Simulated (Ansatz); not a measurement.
# V (P6_3/mmc) in Ansatz: further runs, part 2 of 2

Ansatz 0.2.0. Earlier steps stand in the parts before.

### 9 Equation of state, r2SCAN, collinear spin, ferromagnetic start

Potentials or basis: Ansatz PAW.

This step only gathers the single runs of the series.

What came out:

```yaml
Equilibrium_volume: 13.61 Å³/atom
Bulk_modulus_at_fixed_shape_and_positions: 184 GPa
Pressure_derivative_of_the_bulk_modulus: "6.5 (rough: it moves with the points fitted)"
```

Energy against volume, from the lowest point:
```tsv
volume (Å³/atom)	energy (meV/atom)
13.039	15.18
13.317	4.01
13.594	0.00
13.872	2.49
14.149	10.86
14.427	24.74
14.704	41.36
```

Caveat: the magnetic or orbital state may not be the lowest; the cell was scaled at fixed shape and fractional positions, which overstates the stiffness of a crystal with free parameters, most of all of layers and chains; the PAW data sets were made with another functional, which shifts forces and pressure a little.

### 10 Phonons, PBE, collinear spin, ferromagnetic start

input.yaml

```yaml
crystal:
  lattice:
    - [2.6042941027, 0.0, 0.0]
    - [-1.3021470513, 2.2553848518, 0.0]
    - [0.0, 0.0, 4.723336]
  atoms:
    - { symbol: V, position: [0.3333333333, 0.6666666667, 0.25], spin: 2.0 }
    - { symbol: V, position: [0.6666666667, 0.3333333333, 0.75], spin: 2.0 }
hamiltonian:
  xc: pbe
  pseudopotentials: { kind: paw }
magnetization:
  spin_polarized: true
kpoints:
  mp_grid: { grid: [10, 10, 6] }
scf:
  occupations: { method: fermi_dirac, width: 0.05 }
phonons:
  method: dfpt
  qmesh: [2, 2, 2]
  temperatures: { t_max: 1000, t_step: 100 }
  qpath:
    path:
      - [[0.0, 0.0, 0.0], [0.5, 0.0, 0.0], [0.3333333333, 0.3333333333, 0.0], [0.0, 0.0, 0.0], [0.0, 0.0, 0.5], [0.5, 0.0, 0.5], [0.3333333333, 0.3333333333, 0.5], [0.0, 0.0, 0.5]]
      - [[0.5, 0.0, 0.5], [0.5, 0.0, 0.0]]
      - [[0.3333333333, 0.3333333333, 0.0], [0.3333333333, 0.3333333333, 0.5]]
    npoints: 8
```

Potentials or basis: Ansatz PAW.

Run with:

```
ansatz run input.yaml --threads 2 --pin off --max-ram 5632MiB --backend cpu --events-out ev --progress --plain --runs-dir out
```

Output:

```text
Warning: RAYON_NUM_THREADS=2 ignored (pool sized by the plan → 2); use --threads N
Engine: ansatz 0.2.0, x86_64-unknown-linux-gnu
Pseudopotentials: kind: paw
Pseudopotential: V, paw, valence charge 13, recommended cutoff 420 eV (normal), V.paw.azcp
Functional definition: PBE
  parameter kappa = 0.804
  parameter beta = 0.06672455060314922
  exchange = pbe_x(kappa = kappa, mu = beta*pi^2/3)
  correlation = pbe_c(beta = beta)
Crystal: 2 atoms, lattice volume = 27.743 Å³
[... 63 lines left out ...]
--- Phonons (Γ-DFPT): 2 representative perturbations + reference (Σ response iterations 6) ---
  ASR residual: 5.435e-4 → 0.000e0 eV/Å²; symmetrization residual: 3.421e-10 eV/Å²
  ASR residual per site (eV/Å²): 5.44e-4 5.44e-4
  Γ frequencies (cm⁻¹): -122.43 -122.43 0.00 0.00 0.00 322.93
--- Phonons (arbitrary-q DFPT): 4 irreducible q on the 2×2×2 mesh ---
  q = [0.0000, 0.0000, 0.0000] (star 1, of the zone-centre solve; hermiticity 3.50e-11, symmetrization 1.75e-11): -122.43 -122.43 -0.00 -0.00 0.00 322.93
  q = [0.0000, 0.0000, -0.5000] (star 1, 2 solved perturbations in 180 linear systems a pass and spin channel, the states on 124 of 600 k-point pairs; hermiticity 6.20e-9, symmetrization 3.10e-9): -92.24 -92.24 -92.24 -92.24 224.51 224.51
  q = [0.0000, -0.5000, 0.0000] (star 3, 3 solved perturbations on 124 of 600 k-point pairs; hermiticity 1.85e-8, symmetrization 9.55e-10): -97.48 52.76 139.26 168.68 222.45 228.52
  q = [0.0000, -0.5000, -0.5000] (star 3, 3 solved perturbations on 124 of 600 k-point pairs; hermiticity 2.09e-7, symmetrization 6.75e-10): 70.92 70.92 146.17 146.17 245.47 245.47
  sum rule: each row above includes the acoustic sum rule's correction from the zone centre's row sums; it moved no ω² by more than (1.70 cm⁻¹)²
  mesh force constants: q→R imaginary residual 1.16e-17; ASR residual 5.435e-4 → 0.000e0 eV/Å²; symmetrization residual 9.770e-15 eV/Å²
  interpolated dispersion: 75 rows × 6 modes
  density of states and harmonic sums: on the 28×28×14 q-mesh, interpolated from the force constants of a 2×2×2 supercell (no non-analytic term)
  largest difference from the sums on the solved wave vectors: F 1.03e-1 eV, S 1.45e-4 and C_V 4.35e-5 eV/K
  zero-point energy: 0.047656 eV/cell   skipped modes (ω ≤ 0): 716, of them read as no rigid motion or as one in doubt: 713 (1.011e0 modes/cell left out, lowest -122.43 cm⁻¹)   left out of the sums: 1.69e-1 of the cell's modes: C_V's classical limit lies that fraction below 3 k_B per atom; for a crystal, a wire or a layer, F and S can be off by more, and a phonons.interpolated_qmesh denser along its periods is the remedy for the sampling
```

phdos.tsv:

```text
# omega_inv_cm	omega_thz	g_bin_mean(omega)[modes/inv_cm]
# format = ansatz-phdos/2
# interpolated_qmesh = 28 28 14
# force_constants_supercell = 2 2 2
# published_state_doubts = stability_check_not_made
# lo_to_splitting: not included (the non-analytic LO-TO correction is not applied to the interpolated dynamical matrix; polar crystals: no LO-TO splitting at GAMMA, and LO and other optical branches, acoustic branches and sound speeds, and with them the density of states and the thermodynamics, can be off between the wave vectors that the force constants were sampled on, most near GAMMA; a larger extent of the force constants narrows that region and is not shown to mend the acoustic slopes)
# g_bin_mean(omega): the modes in a bin one row spacing wide, centred on omega, divided by that spacing. A flat band (one whose frequency is the same at every q-point) is counted whole in the row whose bin holds it (on the edge of two bins, in the lower row). The modes of the run's own cell are the sum of g_bin_mean times the row spacing in inv_cm (a plain sum, not the trapezoid rule); for a one-atom cell on a GAMMA-only q-mesh every row is zero, so that sum is 0, not 3
-122.428520	-3.670315	7.060981e-5
-121.537811	-3.643612	1.107642e-3
-120.647102	-3.616909	1.901027e-3
-119.756393	-3.590206	2.500315e-3
-118.865684	-3.563504	2.748210e-3
-117.974975	-3.536801	3.167058e-3
[... 493 lines left out ...]
322.035246	9.654374	2.732893e-4
322.925955	9.681077	1.346072e-5
```

Wall time 39 s (2 threads of Intel Xeon Platinum 8488C (Sapphire Rapids), shared host); peak memory 0.7 GiB.

Results:

```
Free energy              : -5824.3262 eV
Band gap on the k mesh   : none (metal or under the smearing width)
Net moment               : 0.00 μB per cell
Absolute moment          : 0.00 μB per cell
Highest phonon frequency : 323 cm⁻¹
Most unstable mode       : 122i cm⁻¹
```

Phonon frequencies in cm⁻¹ (negative: imaginary):
```
                q point              frequencies
  (0.000, 0.000, 0.000)      -122 -122 0 0 0 323
 (0.000, 0.000, -0.500)  -92 -92 -92 -92 225 225
 (0.000, -0.500, 0.000)   -97 53 139 169 222 229
(0.000, -0.500, -0.500)    71 71 146 146 245 245
```

Caveat: some modes are imaginary; the q mesh is small, so phonon branches between its points and thermal values are rough.
